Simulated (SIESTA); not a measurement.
**InP under changes of volume**

One of the cells (25.167 Å³/atom); the others are scaled copies at fixed shape and fractional positions:

```
In P
1.0
     0.00000    2.93050    2.93050
     2.93050    0.00000    2.93050
     2.93050    2.93050    0.00000
In P
1 1
Direct
  0.00000 0.00000 0.00000
  0.75000 0.75000 0.75000
```

| Item | Value |
| --- | --- |
| Program | SIESTA 5.4.2 |
| Functional | PBE |
| Potentials or basis | PseudoDojo 0.4 standard (PBE files, fully relativistic) |
| Basis | DZP (energy shift 0.002 Ry; radii capped at 9.5 bohr) |
| Grid cutoff | 500 Ry |
| Energy shift | 0.002 Ry |
| k mesh | 6 × 6 × 6 |
| Occupations | fermi-dirac, width 0.05 eV |
| Spin | non-collinear spin, zero start, spin-orbit coupling |
| Starting moments | [[0.0, 0.0, 0.0], [0.0, 0.0, 0.0]] μB |

```tsv
volume (Å³/atom)	energy over the lowest point (meV/atom)	pressure (GPa)	gap on the mesh (eV)
23.657	78.89	9.3	1.18
24.160	52.78	7.3	1.04
24.663	32.65	5.5	0.90
25.167	?	?	?
25.670	7.79	2.5	0.65
26.173	1.98	1.2	0.53
26.677	0.00	0.1	0.41
```

Question: What does the run at 25.167 Å³/atom give?

Answer: Energy over the lowest point 17.89 meV/atom; pressure 3.9 GPa; gap on the mesh 0.78 eV.

Worked out: A Birch-Murnaghan fit of order 3 (a polynomial in V^(-2/3)) to the other rows has its minimum at 26.71 Å³/atom, just outside them, with B0 = V·E''(V) = 57 GPa and B' = 5.0. It gives 17.82 meV/atom at 25.167 Å³/atom, against the run's 17.89, and -dE/dV = 3.9 GPa, against 3.9. A straight line through the other rows of the gap, of slope -6.39 eV per unit of ln V (its deformation potential), gives 0.78 eV, against the run's 0.78.

Energies are extrapolated to zero smearing.

Caveats: semicore shells carry a single zeta, which can move pressures by several GPa and volumes by a few percent; the basis of atomic orbitals isn't converged, which shifts pressures, moduli and gaps.

A mesh can miss the band edges.
